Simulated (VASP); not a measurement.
A run of VASP 6.6.1 is set up as follows.

Contents of INCAR:

```
  PREC = Accurate
  ENCUT = 350
  EDIFF = 1E-7
  ISMEAR = 0
  SIGMA = 0.1
  LREAL = F
  LASPH = T
  NELM = 80
  ALGO = Normal
  ISIF = 3
  LWAVE = F
  LCHARG = F
  IBRION = 2
  NSW = 80
  EDIFFG = -0.002
```

File KPOINTS:

```
regular mesh
0
Gamma
  10 10 10
```

File POSCAR:

```
NbP
1.0
   -1.6749232500      1.6749232500      5.7401081800
    1.6749232500     -1.6749232500      5.7401081800
    1.6749232500      1.6749232500     -5.7401081800
Nb P
2 2
Direct
    0.7498808000      0.7498808000      0.0000000000
    0.4998808000      0.9998808000      0.5000000000
    0.3327477700      0.3327477700      0.0000000000
    0.0827477800      0.5827477800      0.5000000000
```

Potentials or basis: VASP PAW LDA potentials, release 64 (Nb_sv, P).

Command:

```bash
$ cat potpaw_LDA.64/Nb_sv/POTCAR potpaw_LDA.64/P/POTCAR > POTCAR
$ mpirun -np 1 vasp_std > vasp.out
```

Q: Predict the band gap on the k mesh.

A: None (metal or under the smearing width).

Q: What does it give for the relaxed cell?

A: a = 6.080 Å, b = 6.080 Å, c = 6.080 Å, α = 148.50°, β = 148.50°, γ = 45.15°.

The path:
```tsv
step	energy change (eV)	largest force (eV/Å)	pressure (GPa)	volume (Å³)
1	0.0000	0.0116	-9.75	64.41
2	0.2924	0.0300	24.68	55.70
3	-0.1009	0.0192	-0.35	61.33
4	-0.1010	0.0194	-0.05	61.24
5	-0.1010	0.0196	0.17	61.18
6	-0.1022	0.0382	0.19	61.14
7	-0.1023	0.0458	0.20	61.12
8	-0.1024	0.0069	-0.36	61.27
9	-0.1025	0.0144	-0.13	61.21
10	-0.1025	0.0119	0.09	61.15
11	-0.1025	0.0002	-0.01	61.18
12	-0.1025	0.0007	-0.01	61.18
13	-0.1025	0.0011	0.00	61.17
```

Caveat: the cutoff is under 1.25 times the usual one of these potentials, so pressure, stress and relaxed cells hold a basis-set (Pulay) error.
